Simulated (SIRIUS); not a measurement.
# Hf (Im-3m) in SIRIUS: notebook, part 2 of 3

SIRIUS 7.12.0. The steps go on from the part before.

### 4 Equation of state, BLYP, 23.05 Å³/atom (volume scaled by 0.98)

Input file sirius.json:

```json
{
  "control": {
    "processing_unit": "cpu",
    "std_evp_solver_name": "lapack",
    "gen_evp_solver_name": "lapack",
    "verbosity": 2,
    "print_forces": false,
    "ortho_rf": true,
    "use_second_variation": true,
    "rmt_max": 3.0,
    "num_bands_to_print": 21,
    "save_wf": true
  },
  "parameters": {
    "electronic_structure_method": "full_potential_lapwlo",
    "xc_functionals": ["XC_GGA_X_B88", "XC_GGA_C_LYP"],
    "core_relativity": "dirac",
    "valence_relativity": "iora",
    "num_fv_states": 21,
    "smearing": "fermi_dirac",
    "smearing_width": 0.0018374661,
    "pw_cutoff": 20,
    "gk_cutoff": 3.47,
    "lmax_apw": 11,
    "lmax_rho": 8,
    "lmax_pot": 8,
    "num_mag_dims": 0,
    "auto_rmt": 0,
    "ngridk": [10, 10, 10],
    "shiftk": [0, 0, 0],
    "num_dft_iter": 80,
    "energy_tol": 1e-07,
    "density_tol": 1e-05,
    "use_symmetry": true
  },
  "settings": {"tol_ne": 1e-10},
  "iterative_solver": {"type": "exact"},
  "mixer": {"type": "anderson", "beta": 0.5, "max_history": 8},
  "unit_cell": {
    "lattice_vectors": [
      [-3.3880626453, 3.3880626453, 3.3880626453],
      [3.3880626453, -3.3880626453, 3.3880626453],
      [3.3880626453, 3.3880626453, -3.3880626453]
    ],
    "atom_types": ["Hf"],
    "atom_files": {"Hf": "Hf.json"},
    "atoms": {"Hf": [[0.0, 0.0, 0.0]]}
  }
}
```

Input file Hf.json:

```json
{
  "name": "hafnium",
  "symbol": "Hf",
  "number": 72,
  "mass": 178.49,
  "rmin": 1e-06,
  "rmt": 2.65,
  "nrmt": 800,
  "rinf": 17.22,
  "core": "1s2s2p3s3p3d4s4p4d",
  "valence": [
    {"basis": [{"enu": 0.11, "dme": 0, "n": 0, "auto": 0}, {"enu": 0.11, "dme": 1, "n": 0, "auto": 0}]},
    {"l": 0, "n": 1, "basis": [{"enu": 0.21, "dme": 0, "n": 0, "auto": 0}]},
    {"l": 1, "n": 2, "basis": [{"enu": 0.21, "dme": 0, "n": 0, "auto": 0}]},
    {"l": 2, "n": 3, "basis": [{"enu": 0.21, "dme": 0, "n": 0, "auto": 0}]},
    {"l": 3, "n": 4, "basis": [{"enu": 0.21, "dme": 0, "n": 0, "auto": 0}]},
    {"l": 4, "n": 5, "basis": [{"enu": 0.21, "dme": 0, "n": 0, "auto": 0}]}
  ],
  "lo": [
    {"l": 0, "basis": [{"enu": 0.21, "dme": 0, "n": 0, "auto": 0}, {"enu": 0.21, "dme": 1, "n": 0, "auto": 0}]},
    {
      "l": 0,
      "basis": [{"enu": -2.1407, "dme": 0, "n": 5, "auto": 1}, {"enu": -2.1407, "dme": 1, "n": 5, "auto": 1}]
    },
    {
      "l": 0,
      "basis": [{"enu": -2.1407, "dme": 1, "n": 5, "auto": 1}, {"enu": 0.21, "dme": 0, "n": 0, "auto": 0}]
    },
    {"l": 0, "basis": [{"enu": 0.21, "dme": 0, "n": 0, "auto": 0}, {"enu": 2.4884, "dme": 0, "n": 0, "auto": 0}]},
    {"l": 1, "basis": [{"enu": 0.21, "dme": 0, "n": 0, "auto": 0}, {"enu": 0.21, "dme": 1, "n": 0, "auto": 0}]},
    {
      "l": 1,
      "basis": [{"enu": -0.993, "dme": 0, "n": 5, "auto": 1}, {"enu": -0.993, "dme": 1, "n": 5, "auto": 1}]
    },
    {"l": 1, "basis": [{"enu": -0.993, "dme": 1, "n": 5, "auto": 1}, {"enu": 0.21, "dme": 0, "n": 0, "auto": 0}]},
    {"l": 1, "basis": [{"enu": 0.21, "dme": 0, "n": 0, "auto": 0}, {"enu": 2.8301, "dme": 0, "n": 0, "auto": 0}]},
    {"l": 2, "basis": [{"enu": 0.21, "dme": 0, "n": 0, "auto": 0}, {"enu": 0.21, "dme": 1, "n": 0, "auto": 0}]},
    {"l": 2, "basis": [{"enu": 0.21, "dme": 1, "n": 0, "auto": 0}, {"enu": 0.21, "dme": 2, "n": 0, "auto": 0}]},
    {"l": 2, "basis": [{"enu": 0.21, "dme": 0, "n": 0, "auto": 0}, {"enu": 2.4314, "dme": 0, "n": 0, "auto": 0}]},
    {"l": 3, "basis": [{"enu": 0.21, "dme": 0, "n": 0, "auto": 0}, {"enu": 0.21, "dme": 1, "n": 0, "auto": 0}]},
    {
      "l": 3,
      "basis": [{"enu": -0.3173, "dme": 0, "n": 4, "auto": 1}, {"enu": -0.3173, "dme": 1, "n": 4, "auto": 1}]
    },
    {
      "l": 3,
      "basis": [{"enu": -0.3173, "dme": 1, "n": 4, "auto": 1}, {"enu": 0.21, "dme": 0, "n": 0, "auto": 0}]
    },
    {"l": 3, "basis": [{"enu": 0.21, "dme": 0, "n": 0, "auto": 0}, {"enu": 3.5137, "dme": 0, "n": 0, "auto": 0}]},
    {"l": 4, "basis": [{"enu": 0.21, "dme": 0, "n": 0, "auto": 0}, {"enu": 0.21, "dme": 1, "n": 0, "auto": 0}]},
    {"l": 4, "basis": [{"enu": 0.21, "dme": 0, "n": 0, "auto": 0}, {"enu": 2.9441, "dme": 0, "n": 0, "auto": 0}]}
  ],
  "free_atom": [... radial grid and density of the free atom, the start of the SCF ...]
}
```

Input file sirius_start.json:

```json
{
  "control": {
    "processing_unit": "cpu",
    "std_evp_solver_name": "lapack",
    "gen_evp_solver_name": "lapack",
    "verbosity": 1,
    "print_forces": false,
    "ortho_rf": true,
    "use_second_variation": true,
    "rmt_max": 3.0,
    "num_bands_to_print": 21,
    "save_wf": false
  },
  "parameters": {
    "electronic_structure_method": "full_potential_lapwlo",
    "xc_functionals": ["XC_LDA_X", "XC_LDA_C_PW"],
    "core_relativity": "dirac",
    "valence_relativity": "iora",
    "num_fv_states": 21,
    "smearing": "fermi_dirac",
    "smearing_width": 0.0055123983,
    "pw_cutoff": 20,
    "gk_cutoff": 2.78,
    "lmax_apw": 11,
    "lmax_rho": 8,
    "lmax_pot": 8,
    "num_mag_dims": 0,
    "auto_rmt": 0,
    "ngridk": [4, 4, 4],
    "shiftk": [0, 0, 0],
    "num_dft_iter": 30,
    "energy_tol": 0.01,
    "density_tol": 0.05,
    "use_symmetry": true
  },
  "settings": {"tol_ne": 1e-10},
  "iterative_solver": {"type": "exact"},
  "mixer": {"type": "anderson", "beta": 0.5, "max_history": 8},
  "unit_cell": {
    "lattice_vectors": [
      [-3.3880626453, 3.3880626453, 3.3880626453],
      [3.3880626453, -3.3880626453, 3.3880626453],
      [3.3880626453, 3.3880626453, -3.3880626453]
    ],
    "atom_types": ["Hf"],
    "atom_files": {"Hf": "Hf.json"},
    "atoms": {"Hf": [[0.0, 0.0, 0.0]]}
  }
}
```

Started as:

```
$ OMP_NUM_THREADS=1 sirius.scf --input=sirius_start.json --output=start.json
$ OMP_NUM_THREADS=1 sirius.scf --input=sirius.json --output=output.json --task=1
```

Run time: 35 s. Hardware: 1 thread of Arm Neoverse V2, shared host; peak memory 0.35 GiB.

It converged, with:

| Quantity | Value |
| --- | --- |
| Free energy | -410856.8384 eV |
| Band gap on the k mesh | none (metal or under the smearing width) |
| All electrons inside the program's atomic spheres | Hf 70.06 (radii Hf 2.65 bohr) |

### 5 Equation of state, BLYP, 23.52 Å³/atom

Changes to sirius.json since step 4:

```diff
@@ -40,5 +40,5 @@
     "lattice_vectors": [
-      [-3.3880626453, 3.3880626453, 3.3880626453],
-      [3.3880626453, -3.3880626453, 3.3880626453],
-      [3.3880626453, 3.3880626453, -3.3880626453]
+      [-3.4109556549, 3.4109556549, 3.4109556549],
+      [3.4109556549, -3.4109556549, 3.4109556549],
+      [3.4109556549, 3.4109556549, -3.4109556549]
     ],
```

Input file Hf.json:

```json
{
  "name": "hafnium",
  "symbol": "Hf",
  "number": 72,
  "mass": 178.49,
  "rmin": 1e-06,
  "rmt": 2.65,
  "nrmt": 800,
  "rinf": 17.22,
  "core": "1s2s2p3s3p3d4s4p4d",
  "valence": [
    {"basis": [{"enu": 0.1, "dme": 0, "n": 0, "auto": 0}, {"enu": 0.1, "dme": 1, "n": 0, "auto": 0}]},
    {"l": 0, "n": 1, "basis": [{"enu": 0.2, "dme": 0, "n": 0, "auto": 0}]},
    {"l": 1, "n": 2, "basis": [{"enu": 0.2, "dme": 0, "n": 0, "auto": 0}]},
    {"l": 2, "n": 3, "basis": [{"enu": 0.2, "dme": 0, "n": 0, "auto": 0}]},
    {"l": 3, "n": 4, "basis": [{"enu": 0.2, "dme": 0, "n": 0, "auto": 0}]},
    {"l": 4, "n": 5, "basis": [{"enu": 0.2, "dme": 0, "n": 0, "auto": 0}]}
  ],
  "lo": [
    {"l": 0, "basis": [{"enu": 0.2, "dme": 0, "n": 0, "auto": 0}, {"enu": 0.2, "dme": 1, "n": 0, "auto": 0}]},
    {
      "l": 0,
      "basis": [{"enu": -2.1507, "dme": 0, "n": 5, "auto": 1}, {"enu": -2.1507, "dme": 1, "n": 5, "auto": 1}]
    },
    {"l": 0, "basis": [{"enu": -2.1507, "dme": 1, "n": 5, "auto": 1}, {"enu": 0.2, "dme": 0, "n": 0, "auto": 0}]},
    {"l": 0, "basis": [{"enu": 0.2, "dme": 0, "n": 0, "auto": 0}, {"enu": 2.4784, "dme": 0, "n": 0, "auto": 0}]},
    {"l": 1, "basis": [{"enu": 0.2, "dme": 0, "n": 0, "auto": 0}, {"enu": 0.2, "dme": 1, "n": 0, "auto": 0}]},
    {
      "l": 1,
      "basis": [{"enu": -1.003, "dme": 0, "n": 5, "auto": 1}, {"enu": -1.003, "dme": 1, "n": 5, "auto": 1}]
    },
    {"l": 1, "basis": [{"enu": -1.003, "dme": 1, "n": 5, "auto": 1}, {"enu": 0.2, "dme": 0, "n": 0, "auto": 0}]},
    {"l": 1, "basis": [{"enu": 0.2, "dme": 0, "n": 0, "auto": 0}, {"enu": 2.8201, "dme": 0, "n": 0, "auto": 0}]},
    {"l": 2, "basis": [{"enu": 0.2, "dme": 0, "n": 0, "auto": 0}, {"enu": 0.2, "dme": 1, "n": 0, "auto": 0}]},
    {"l": 2, "basis": [{"enu": 0.2, "dme": 1, "n": 0, "auto": 0}, {"enu": 0.2, "dme": 2, "n": 0, "auto": 0}]},
    {"l": 2, "basis": [{"enu": 0.2, "dme": 0, "n": 0, "auto": 0}, {"enu": 2.4214, "dme": 0, "n": 0, "auto": 0}]},
    {"l": 3, "basis": [{"enu": 0.2, "dme": 0, "n": 0, "auto": 0}, {"enu": 0.2, "dme": 1, "n": 0, "auto": 0}]},
    {
      "l": 3,
      "basis": [{"enu": -0.3273, "dme": 0, "n": 4, "auto": 1}, {"enu": -0.3273, "dme": 1, "n": 4, "auto": 1}]
    },
    {"l": 3, "basis": [{"enu": -0.3273, "dme": 1, "n": 4, "auto": 1}, {"enu": 0.2, "dme": 0, "n": 0, "auto": 0}]},
    {"l": 3, "basis": [{"enu": 0.2, "dme": 0, "n": 0, "auto": 0}, {"enu": 3.5037, "dme": 0, "n": 0, "auto": 0}]},
    {"l": 4, "basis": [{"enu": 0.2, "dme": 0, "n": 0, "auto": 0}, {"enu": 0.2, "dme": 1, "n": 0, "auto": 0}]},
    {"l": 4, "basis": [{"enu": 0.2, "dme": 0, "n": 0, "auto": 0}, {"enu": 2.9341, "dme": 0, "n": 0, "auto": 0}]}
  ],
  "free_atom": [... radial grid and density of the free atom, the start of the SCF ...]
}
```

Changes to sirius_start.json since step 4:

```diff
@@ -40,5 +40,5 @@
     "lattice_vectors": [
-      [-3.3880626453, 3.3880626453, 3.3880626453],
-      [3.3880626453, -3.3880626453, 3.3880626453],
-      [3.3880626453, 3.3880626453, -3.3880626453]
+      [-3.4109556549, 3.4109556549, 3.4109556549],
+      [3.4109556549, -3.4109556549, 3.4109556549],
+      [3.4109556549, 3.4109556549, -3.4109556549]
     ],
```

Started as:

```
$ OMP_NUM_THREADS=1 sirius.scf --input=sirius_start.json --output=start.json
$ OMP_NUM_THREADS=1 sirius.scf --input=sirius.json --output=output.json --task=1
```

It took 35 s on 1 thread of Arm Neoverse V2, shared host; peak memory 0.35 GiB.

Results (log left out):

| Property | Result |
| --- | --- |
| Free energy | -410856.8335 eV |
| Band gap on the k mesh | none (metal or under the smearing width) |
| All electrons inside the program's atomic spheres | Hf 70.02 (radii Hf 2.65 bohr) |

### 6 Equation of state, BLYP, 23.99 Å³/atom (volume scaled by 1.02)

Changes to sirius.json since step 5:

```diff
@@ -40,5 +40,5 @@
     "lattice_vectors": [
-      [-3.4109556549, 3.4109556549, 3.4109556549],
-      [3.4109556549, -3.4109556549, 3.4109556549],
-      [3.4109556549, 3.4109556549, -3.4109556549]
+      [-3.4335454237, 3.4335454237, 3.4335454237],
+      [3.4335454237, -3.4335454237, 3.4335454237],
+      [3.4335454237, 3.4335454237, -3.4335454237]
     ],
```

Input file Hf.json:

```json
{
  "name": "hafnium",
  "symbol": "Hf",
  "number": 72,
  "mass": 178.49,
  "rmin": 1e-06,
  "rmt": 2.65,
  "nrmt": 800,
  "rinf": 17.22,
  "core": "1s2s2p3s3p3d4s4p4d",
  "valence": [
    {"basis": [{"enu": 0.09, "dme": 0, "n": 0, "auto": 0}, {"enu": 0.09, "dme": 1, "n": 0, "auto": 0}]},
    {"l": 0, "n": 1, "basis": [{"enu": 0.19, "dme": 0, "n": 0, "auto": 0}]},
    {"l": 1, "n": 2, "basis": [{"enu": 0.19, "dme": 0, "n": 0, "auto": 0}]},
    {"l": 2, "n": 3, "basis": [{"enu": 0.19, "dme": 0, "n": 0, "auto": 0}]},
    {"l": 3, "n": 4, "basis": [{"enu": 0.19, "dme": 0, "n": 0, "auto": 0}]},
    {"l": 4, "n": 5, "basis": [{"enu": 0.19, "dme": 0, "n": 0, "auto": 0}]}
  ],
  "lo": [
    {"l": 0, "basis": [{"enu": 0.19, "dme": 0, "n": 0, "auto": 0}, {"enu": 0.19, "dme": 1, "n": 0, "auto": 0}]},
    {
      "l": 0,
      "basis": [{"enu": -2.1607, "dme": 0, "n": 5, "auto": 1}, {"enu": -2.1607, "dme": 1, "n": 5, "auto": 1}]
    },
    {
      "l": 0,
      "basis": [{"enu": -2.1607, "dme": 1, "n": 5, "auto": 1}, {"enu": 0.19, "dme": 0, "n": 0, "auto": 0}]
    },
    {"l": 0, "basis": [{"enu": 0.19, "dme": 0, "n": 0, "auto": 0}, {"enu": 2.4684, "dme": 0, "n": 0, "auto": 0}]},
    {"l": 1, "basis": [{"enu": 0.19, "dme": 0, "n": 0, "auto": 0}, {"enu": 0.19, "dme": 1, "n": 0, "auto": 0}]},
    {
      "l": 1,
      "basis": [{"enu": -1.013, "dme": 0, "n": 5, "auto": 1}, {"enu": -1.013, "dme": 1, "n": 5, "auto": 1}]
    },
    {"l": 1, "basis": [{"enu": -1.013, "dme": 1, "n": 5, "auto": 1}, {"enu": 0.19, "dme": 0, "n": 0, "auto": 0}]},
    {"l": 1, "basis": [{"enu": 0.19, "dme": 0, "n": 0, "auto": 0}, {"enu": 2.8101, "dme": 0, "n": 0, "auto": 0}]},
    {"l": 2, "basis": [{"enu": 0.19, "dme": 0, "n": 0, "auto": 0}, {"enu": 0.19, "dme": 1, "n": 0, "auto": 0}]},
    {"l": 2, "basis": [{"enu": 0.19, "dme": 1, "n": 0, "auto": 0}, {"enu": 0.19, "dme": 2, "n": 0, "auto": 0}]},
    {"l": 2, "basis": [{"enu": 0.19, "dme": 0, "n": 0, "auto": 0}, {"enu": 2.4114, "dme": 0, "n": 0, "auto": 0}]},
    {"l": 3, "basis": [{"enu": 0.19, "dme": 0, "n": 0, "auto": 0}, {"enu": 0.19, "dme": 1, "n": 0, "auto": 0}]},
    {
      "l": 3,
      "basis": [{"enu": -0.3373, "dme": 0, "n": 4, "auto": 1}, {"enu": -0.3373, "dme": 1, "n": 4, "auto": 1}]
    },
    {
      "l": 3,
      "basis": [{"enu": -0.3373, "dme": 1, "n": 4, "auto": 1}, {"enu": 0.19, "dme": 0, "n": 0, "auto": 0}]
    },
    {"l": 3, "basis": [{"enu": 0.19, "dme": 0, "n": 0, "auto": 0}, {"enu": 3.4937, "dme": 0, "n": 0, "auto": 0}]},
    {"l": 4, "basis": [{"enu": 0.19, "dme": 0, "n": 0, "auto": 0}, {"enu": 0.19, "dme": 1, "n": 0, "auto": 0}]},
    {"l": 4, "basis": [{"enu": 0.19, "dme": 0, "n": 0, "auto": 0}, {"enu": 2.9241, "dme": 0, "n": 0, "auto": 0}]}
  ],
  "free_atom": [... radial grid and density of the free atom, the start of the SCF ...]
}
```

Changes to sirius_start.json since step 5:

```diff
@@ -40,5 +40,5 @@
     "lattice_vectors": [
-      [-3.4109556549, 3.4109556549, 3.4109556549],
-      [3.4109556549, -3.4109556549, 3.4109556549],
-      [3.4109556549, 3.4109556549, -3.4109556549]
+      [-3.4335454237, 3.4335454237, 3.4335454237],
+      [3.4335454237, -3.4335454237, 3.4335454237],
+      [3.4335454237, 3.4335454237, -3.4335454237]
     ],
```

Potentials or basis: all-electron FP-LAPW, apw+lo standard.

Started as:

```
$ OMP_NUM_THREADS=1 sirius.scf --input=sirius_start.json --output=start.json
$ OMP_NUM_THREADS=1 sirius.scf --input=sirius.json --output=output.json --task=1
```

Run time: 36 s. Hardware: 1 thread of Arm Neoverse V2, shared host; peak memory 0.35 GiB.

Results (log left out):

- Free energy: -410856.8233 eV
- Band gap on the k mesh: none (metal or under the smearing width)
- All electrons inside the program's atomic spheres: Hf 70.00 (radii Hf 2.65 bohr)

### 7 Equation of state, BLYP, 24.46 Å³/atom (volume scaled by 1.04)

Changes to sirius.json since step 6:

```diff
@@ -40,5 +40,5 @@
     "lattice_vectors": [
-      [-3.4335454237, 3.4335454237, 3.4335454237],
-      [3.4335454237, -3.4335454237, 3.4335454237],
-      [3.4335454237, 3.4335454237, -3.4335454237]
+      [-3.4558417978, 3.4558417978, 3.4558417978],
+      [3.4558417978, -3.4558417978, 3.4558417978],
+      [3.4558417978, 3.4558417978, -3.4558417978]
     ],
```

Hf.json is that of step 6.

Changes to sirius_start.json since step 6:

```diff
@@ -40,5 +40,5 @@
     "lattice_vectors": [
-      [-3.4335454237, 3.4335454237, 3.4335454237],
-      [3.4335454237, -3.4335454237, 3.4335454237],
-      [3.4335454237, 3.4335454237, -3.4335454237]
+      [-3.4558417978, 3.4558417978, 3.4558417978],
+      [3.4558417978, -3.4558417978, 3.4558417978],
+      [3.4558417978, 3.4558417978, -3.4558417978]
     ],
```

Started as:

```
$ OMP_NUM_THREADS=1 sirius.scf --input=sirius_start.json --output=start.json
$ OMP_NUM_THREADS=1 sirius.scf --input=sirius.json --output=output.json --task=1
```

Wall time 35 s (1 thread of Arm Neoverse V2, shared host); peak memory 0.36 GiB.

It converged, with:

| Item | Value |
| --- | --- |
| Free energy | -410856.8086 eV |
| Band gap on the k mesh | none (metal or under the smearing width) |
| All electrons inside the program's atomic spheres | Hf 69.97 (radii Hf 2.65 bohr) |

[end of part 2 of 3]
